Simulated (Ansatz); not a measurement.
A (100) slab of InP (Fm-3m (No. 225)), 4 planes, outer planes InP (top) and InP (bottom), with 8 atoms (In4P4) in a surface cell of A = 15.348 Å², as cut from the bulk:

```xyz
8
Lattice="3.9176 0.0000 0.0000 0.0000 3.9176 0.0000 0.0000 0.0000 23.3105" Properties=species:S:1:pos:R:3 pbc="T T T"
In    1.9588    1.9588    7.5000
P     0.0000    0.0000    7.5000
In    0.0000    0.0000   10.2702
P     1.9588    1.9588   10.2702
In    1.9588    1.9588   13.0403
P     0.0000    0.0000   13.0403
In    0.0000    0.0000   15.8105
P     1.9588    1.9588   15.8105
```

The calculation used Ansatz 0.2.0, DFT PBE, scalar-relativistic, plane waves, PAW. Cutoff 420 eV; k points 9×9×1 on the computed 8-atom cell (Γ-centred); Gaussian smearing, width 0.10 eV; no spin polarisation. The cell repeats along c with a dipole correction in the vacuum.

Against the same 8 atoms in the bulk, the slab as cut lies 0.680 eV higher and the relaxed slab 0.603 eV higher.

(1) Work out the surface energy before and after relaxation.

(2) What is the ideal work of this cut, per area?

Answers

(1) The slab has two faces, so γ = (E_slab − N·E_bulk)/(2A), the mean of both. As cut: 0.680/(2 × 15.348) = 0.0222 eV/Å², and 1 eV/Å² = 16.02 J/m², so γ = 0.35 J/m². Relaxed: 0.603/(2 × 15.348) = 0.0196 eV/Å² = 0.31 J/m². Relaxation recovers 11 % of the cost of cutting.

(2) Griffith's ideal work is 2γ: 0.71 J/m² if the new faces stay rigid, 0.63 J/m² if they relax. One thickness was run, 4 planes, so γ can still shift with it.

The reference crystal is the rock-salt form of InP, which isn't its usual structure.